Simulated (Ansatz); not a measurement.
Geometry optimisation in Ansatz: input, command and trajectory.

```yaml
crystal:
  lattice:
    - [2.7441978304, 0.0, 0.0]
    - [-1.3720989152, 2.3765450341, 0.0]
    - [0.0, 0.0, 4.0877001878]
  atoms:
    - { symbol: Rh, position: [0.666666665, 0.333333335, 0.75] }
    - { symbol: Rh, position: [0.333333335, 0.666666665, 0.25] }
basis:
  ecutwfc: 500
kpoints:
  mp_grid: { grid: [24, 24, 12] }
hamiltonian:
  xc: r2scan
scf:
  occupations: { method: gaussian, width: 0.1 }
output:
  forces: true
  stress: true
  eigenvalues: true
relax:
  adjacent_minimum: "off"
  f_tol: 0.008
  max_steps: 40
  cell: { stress_tol: 0.015, fix: [c, angles] }
```

```bash
ansatz run input.yaml --threads 1 --pin off --max-ram 2560MiB --backend cpu --events-out ev --progress --plain --runs-dir out
```

These are results of DFT r2SCAN, scalar-relativistic, plane waves, PAW in Ansatz, not measurements.

Of 5 frames 4 are shown, positions in Å and forces in eV/Å; the SCF threshold varies from step to step. Steps run on the plane waves of an earlier cell, with a Pulay correction in the pressure. The basis is chosen afresh for the last frame, the zero of the energies, and at times for earlier ones too; energy and pressure step there, also at an unchanged geometry.

```xyz
2
Lattice="2.7442 0.0000 0.0000 -1.3721 2.3765 0.0000 0.0000 0.0000 4.0877" Properties=species:S:1:pos:R:3:forces:R:3 pbc="T T T" step=1 free_energy_over_end_meV_per_atom=3.00 pressure_GPa=12.33
Rh    1.3721    0.7922    3.0658    0.0000    0.0000    0.0000
Rh    0.0000    1.5844    1.0219    0.0000    0.0000    0.0000
2
Lattice="2.7795 0.0000 0.0000 -1.3897 2.4071 0.0000 0.0000 0.0000 4.0877" Properties=species:S:1:pos:R:3:forces:R:3 pbc="T T T" step=2 free_energy_over_end_meV_per_atom=1.29 pressure_GPa=4.95
Rh    1.3897    0.8024    3.0658    0.0000    0.0000    0.0000
Rh    0.0000    1.6047    1.0219    0.0000    0.0000    0.0000
2
Lattice="2.7662 0.0000 0.0000 -1.3831 2.3956 0.0000 0.0000 0.0000 4.0877" Properties=species:S:1:pos:R:3:forces:R:3 pbc="T T T" step=3 free_energy_over_end_meV_per_atom=0.05 pressure_GPa=7.60
Rh    1.3831    0.7985    3.0658    0.0000    0.0000    0.0000
Rh    0.0000    1.5970    1.0219    0.0000    0.0000    0.0000
2
Lattice="2.7656 0.0000 0.0000 -1.3828 2.3950 0.0000 0.0000 0.0000 4.0877" Properties=species:S:1:pos:R:3:forces:R:3 pbc="T T T" step=5 free_energy_over_end_meV_per_atom=0.00 pressure_GPa=7.73
Rh    1.3828    0.7984    3.0658    0.0000    0.0000    0.0000
Rh    0.0000    1.5967    1.0219    0.0000    0.0000    0.0000
```

It took 2.1 min on 1 thread of AMD EPYC 9R45 96-Core Processor (Zen 5), on a shared host, peak memory 1 GiB.